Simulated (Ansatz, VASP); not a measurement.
SiNi2 in VASP and in Ansatz

The input INCAR:

```
PREC = Accurate ; ENCUT = 600
EDIFF = 1E-6 ; ISMEAR = 0
SIGMA = 0.1 ; LREAL = F
LASPH = T ; NELM = 100
ALGO = Normal ; ISIF = 3
LWAVE = F ; LCHARG = F
GGA = PE ; IBRION = 2
NSW = 100 ; EDIFFG = -0.01
```

File KPOINTS:

```
Automatic mesh
0
Gamma
  12 12 8
```

POSCAR

```
SiNi2
1.0
    3.9107503419      0.0000000000      0.0000000000
   -1.9553751709      3.3868091439      0.0000000000
    0.0000000000      0.0000000000      4.9920703127
Si Ni
2 4
Direct
    0.3333333333      0.6666666667      0.7500000000
    0.6666666667      0.3333333333      0.2500000000
    0.0000000000      0.0000000000      0.0000000000
    0.0000000000      0.0000000000      0.5000000000
    0.3333333333      0.6666666667      0.2500000000
    0.6666666667      0.3333333333      0.7500000000
```

Input for Ansatz:

```yaml
crystal:
  lattice:
    - [3.9107503419, 0.0, 0.0]
    - [-1.9553751709, 3.3868091439, 0.0]
    - [0.0, 0.0, 4.9920703127]
  atoms:
    - { symbol: Si, position: [0.3333333333, 0.6666666667, 0.75] }
    - { symbol: Si, position: [0.6666666667, 0.3333333333, 0.25] }
    - { symbol: Ni, position: [0.0, 0.0, 0.0] }
    - { symbol: Ni, position: [0.0, 0.0, 0.5] }
    - { symbol: Ni, position: [0.3333333333, 0.6666666667, 0.25] }
    - { symbol: Ni, position: [0.6666666667, 0.3333333333, 0.75] }
basis:
  ecutwfc: 420
kpoints:
  mp_grid: { grid: [12, 12, 8] }
hamiltonian:
  xc: pbe
scf:
  occupations: { method: gaussian, width: 0.1 }
output:
  forces: true
  stress: true
  eigenvalues: true
relax:
  adjacent_minimum: "off"
  f_tol: 0.01
  max_steps: 80
  cell: { stress_tol: 0.05 }
```

Alike in both runs: task relaxation of cell and atoms; functional PBE; k mesh 12 × 12 × 8; occupations gaussian, width 0.1 eV; no spin polarisation.

```csv
,VASP,Ansatz
version,VASP 6.6.1,Ansatz 0.2.0
potentials or method,"VASP PAW PBE potentials, release 64 (Si, Ni)","scalar-relativistic, plane waves, PAW"
plane-wave cutoff (eV),600,420
valence electrons in the cell,48,80
```

|  | VASP | Ansatz | Ansatz less VASP |
| --- | --- | --- | --- |
| gap on the k mesh at the Fermi level, each at its own relaxed structure (eV) | none | none | - |
| relaxed volume (Å³/atom) | 11.04 | 11.03 | -0.010 |
| relaxed cell length with the largest relative difference (Å) | 3.914 | 3.912 | -0.0019 |

A gap of «none» marks a metal or a gap that the smearing closes. The two sets of potentials don't hold the same shells in valence.

Spin polarisation is off, so any magnetic state and its effect on volume and gap are missing.
